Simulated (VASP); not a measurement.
# TiAl: Hubbard U by linear response

TiAl, P4/mmm (no. 123), 36 atoms in the cell. LDA, linear-response Hubbard U; PAW potentials Ti_sv, Al (LDA set).

Shifted element: Ti; Shifted shell (l): 2; Cell repeated: 3 × 3 × 2; Shifts (eV): -0.2, -0.1, 0.1, 0.2.

## Input

INCAR.step1:
```
SYSTEM = TiAl
PREC     = Accurate       ! precision mode
ENCUT    = 450            ! plane-wave cutoff, eV
EDIFF    = 1E-7           ! SCF threshold, eV
NELM     = 200            ! most SCF steps
ALGO     = Normal         ! electronic algorithm
ISMEAR   = 1              ! smearing method
SIGMA    = 0.1            ! smearing width, eV
LREAL    = .False.        ! projectors in reciprocal space
LASPH    = .True.         ! aspherical terms in the spheres
LMAXMIX  = 4              ! l up to which the mixer works
LORBIT   = 11             ! projections on sites
LWAVE    = .True.         ! write WAVECAR
LCHARG   = .True.         ! write CHGCAR
GGA      = CA             ! functional
VOSKOWN  = 1            
ISPIN    = 2              ! spin polarisation
MAGMOM   = 0 0 0 0 0 0 0 0 0 0 0 0 0 0 0 0 0 0 0 0 0 0 0 0 0 0 0 0 0 0 0 0 0 0 0 0 ! initial moments
AMIX     = 0.2          
BMIX     = 1E-4         
AMIX_MAG = 0.8          
BMIX_MAG = 1E-4          
```

INCAR.step2, as INCAR.step1 but for:
```
- LWAVE = .True.
- LCHARG = .True.
+ LWAVE = .False.
+ LCHARG = .False.
+ LDAU = .True.
+ LDAUTYPE = 3
+ LDAUL = 2 -1 -1
+ LDAUU = -0.2 0 0
+ LDAUJ = -0.2 0 0
+ LDAUPRINT = 1
+ ISTART = 1
+ ICHARG = 11
```

INCAR.step3, as INCAR.step2 but for:
```
- ICHARG = 11
+ ICHARG = 1
```

INCAR.step4, as INCAR.step3 but for:
```
- LDAUU = -0.2 0 0
- LDAUJ = -0.2 0 0
- ICHARG = 1
+ LDAUU = -0.1 0 0
+ LDAUJ = -0.1 0 0
+ ICHARG = 11
```

INCAR.step5, as INCAR.step4 but for:
```
- ICHARG = 11
+ ICHARG = 1
```

INCAR.step6, as INCAR.step5 but for:
```
- LDAUU = -0.1 0 0
- LDAUJ = -0.1 0 0
- ICHARG = 1
+ LDAUU = 0.1 0 0
+ LDAUJ = 0.1 0 0
+ ICHARG = 11
```

INCAR.step7, as INCAR.step6 but for:
```
- ICHARG = 11
+ ICHARG = 1
```

INCAR.step8, as INCAR.step7 but for:
```
- LDAUU = 0.1 0 0
- LDAUJ = 0.1 0 0
- ICHARG = 1
+ LDAUU = 0.2 0 0
+ LDAUJ = 0.2 0 0
+ ICHARG = 11
```

INCAR.step9, as INCAR.step8 but for:
```
- ICHARG = 11
+ ICHARG = 1
```

KPOINTS:
```
k-points
0
Gamma
  3 3 4
```

POSCAR:
```
TiAl
1.0
    8.5119000000      0.0000000000      0.0000000000
    0.0000000000      8.5119000000      0.0000000000
    0.0000000000      0.0000000000      8.1182000000
Ti Ti Al
1 17 18
Direct
    0.0000000000      0.0000000000      0.0000000000
    0.0000000000      0.0000000000      0.5000000000
    0.0000000000      0.3333333333      0.0000000000
    0.0000000000      0.3333333333      0.5000000000
    0.0000000000      0.6666666667      0.0000000000
    0.0000000000      0.6666666667      0.5000000000
    0.3333333333      0.0000000000      0.0000000000
    0.3333333333      0.0000000000      0.5000000000
    0.3333333333      0.3333333333      0.0000000000
    0.3333333333      0.3333333333      0.5000000000
    0.3333333333      0.6666666667      0.0000000000
    0.3333333333      0.6666666667      0.5000000000
    0.6666666667      0.0000000000      0.0000000000
    0.6666666667      0.0000000000      0.5000000000
    0.6666666667      0.3333333333      0.0000000000
    0.6666666667      0.3333333333      0.5000000000
    0.6666666667      0.6666666667      0.0000000000
    0.6666666667      0.6666666667      0.5000000000
    0.1666666667      0.1666666667      0.2500000000
    0.1666666667      0.1666666667      0.7500000000
    0.1666666667      0.5000000000      0.2500000000
    0.1666666667      0.5000000000      0.7500000000
    0.1666666667      0.8333333333      0.2500000000
    0.1666666667      0.8333333333      0.7500000000
    0.5000000000      0.1666666667      0.2500000000
    0.5000000000      0.1666666667      0.7500000000
    0.5000000000      0.5000000000      0.2500000000
    0.5000000000      0.5000000000      0.7500000000
    0.5000000000      0.8333333333      0.2500000000
    0.5000000000      0.8333333333      0.7500000000
    0.8333333333      0.1666666667      0.2500000000
    0.8333333333      0.1666666667      0.7500000000
    0.8333333333      0.5000000000      0.2500000000
    0.8333333333      0.5000000000      0.7500000000
    0.8333333333      0.8333333333      0.2500000000
    0.8333333333      0.8333333333      0.7500000000
```

Commands (each step's output is kept before the next begins):
```
cat potpaw_LDA.64/Ti_sv/POTCAR potpaw_LDA.64/Ti_sv/POTCAR potpaw_LDA.64/Al/POTCAR > POTCAR
cp INCAR.step1 INCAR
mpirun -np 8 vasp_std > vasp.out
cp CHGCAR CHGCAR.0
cp WAVECAR WAVECAR.0
cp INCAR.step2 INCAR
mpirun -np 8 vasp_std > vasp.out
cp CHGCAR.0 CHGCAR
cp WAVECAR.0 WAVECAR
cp INCAR.step3 INCAR
mpirun -np 8 vasp_std > vasp.out
cp CHGCAR.0 CHGCAR
cp WAVECAR.0 WAVECAR
cp INCAR.step4 INCAR
mpirun -np 8 vasp_std > vasp.out
cp CHGCAR.0 CHGCAR
cp WAVECAR.0 WAVECAR
cp INCAR.step5 INCAR
mpirun -np 8 vasp_std > vasp.out
cp CHGCAR.0 CHGCAR
cp WAVECAR.0 WAVECAR
cp INCAR.step6 INCAR
mpirun -np 8 vasp_std > vasp.out
cp CHGCAR.0 CHGCAR
cp WAVECAR.0 WAVECAR
cp INCAR.step7 INCAR
mpirun -np 8 vasp_std > vasp.out
cp CHGCAR.0 CHGCAR
cp WAVECAR.0 WAVECAR
cp INCAR.step8 INCAR
mpirun -np 8 vasp_std > vasp.out
cp CHGCAR.0 CHGCAR
cp WAVECAR.0 WAVECAR
cp INCAR.step9 INCAR
mpirun -np 8 vasp_std > vasp.out
```

## Result

- U (eV): 6.2
- Bare response (electrons/eV): 1.045
- Relaxed response (electrons/eV): 0.140

Electrons in the shifted shell, density kept fixed:

| Shift (eV) | Electrons |
|---|---|
| -0.20 | 1.782 |
| -0.10 | 1.881 |
| 0.00 | 1.983 |
| 0.10 | 2.090 |
| 0.20 | 2.200 |

Electrons in the shifted shell, density relaxed:

| Shift (eV) | Electrons |
|---|---|
| -0.20 | 1.955 |
| -0.10 | 1.969 |
| 0.00 | 1.983 |
| 0.10 | 1.997 |
| 0.20 | 2.011 |

Limits: The slopes are limited by the printed digits (0.001 electrons) and by how far each density was converged.

VASP 6.6.1 took 3466 s on 8 cores (Intel Xeon Platinum 8375C @ 2.90GHz (Ice Lake)), a shared host.
